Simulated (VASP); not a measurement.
Pt, 3 atoms in the cell. The cell holds a slab with vacuum, 3 atoms: a = 2.776 Å, b = 2.776 Å, c = 28.433 Å, α = 90.00°, β = 90.00°, γ = 120.00°. The cell was built by a generator and needn't be a form met in nature.

```yaml
Program: VASP 6.6.1
Task: work function
Functional: PBE
Dispersion: D3(BJ)
Potentials_or_basis: VASP PAW PBE potentials, release 64 (Pt)
Cutoff: 520 eV
k_mesh: 14 × 14 × 1
Occupations: methfessel-paxton, width 0.1 eV
Spin: no spin polarisation
Dipole_correction: yes
Further_INCAR_settings: ALGO = Fast; EDIFF = 1e-07
```

Potentials or basis: VASP PAW PBE potentials, release 64 (Pt).

Run with:

```bash
$ cat potpaw_PBE.64/Pt/POTCAR > POTCAR
$ mpirun -np 2 vasp_std > vasp.out
```

Hardware: 2 MPI ranks on Intel(R) Xeon(R) Platinum 8488C (Sapphire Rapids), with other jobs on the host.

Estimate the wall time of this run.

Wall time 76 s on 2 MPI ranks on Intel(R) Xeon(R) Platinum 8488C (Sapphire Rapids) (shared host), peak memory 0.36 GiB a rank. Counts: scf iterations 27, k points 24.
